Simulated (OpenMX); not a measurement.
**ZnS under changes of volume**

One of the cells (20.121 Å³/atom); the others are scaled copies at fixed shape and fractional positions:

```
CELL_PARAMETERS angstrom
0.00000 2.71989 2.71989
2.71989 0.00000 2.71989
2.71989 2.71989 0.00000
ATOMIC_POSITIONS crystal
Zn 0.75000 0.75000 0.75000
S 0.00000 0.00000 0.00000
```

```yaml
Program: OpenMX 3.8.5
Functional: PBE
Potentials_or_basis: OpenMX 2013 PBE set, Zn6.0H-s3p2d2, S7.0-s2p2d1f1, fixed grid of 42 × 42 × 42 points
k_mesh: 9 × 9 × 9
Occupations: fermi-dirac, width 0.05 eV
Spin: no spin polarisation
```

```tsv
volume (Å³/atom)	energy over the lowest point (meV/atom)	gap on the mesh (eV)
18.543	?	?
18.938	55.57	2.57
19.332	36.09	2.46
20.121	10.65	2.26
20.516	3.66	2.16
20.910	0.00	2.07
```

What does the run at 18.543 Å³/atom give?

Energy over the lowest point 79.91 meV/atom; gap on the mesh 2.69 eV.

Worked out: A Birch-Murnaghan fit of order 3 (a polynomial in V^(-2/3)) to the other rows has its minimum at 21.22 Å³/atom, just outside them, with B0 = V·E''(V) = 58 GPa and B' = 5.4. It gives 80.39 meV/atom at 18.543 Å³/atom, against the run's 79.91. A straight line through the other rows of the gap, of slope -5.05 eV per unit of ln V (its deformation potential), extrapolates to 2.67 eV, against the run's 2.69.

Energies are extrapolated to zero smearing.

Caveats: the basis of atomic orbitals isn't converged, which shifts pressures, moduli and gaps.
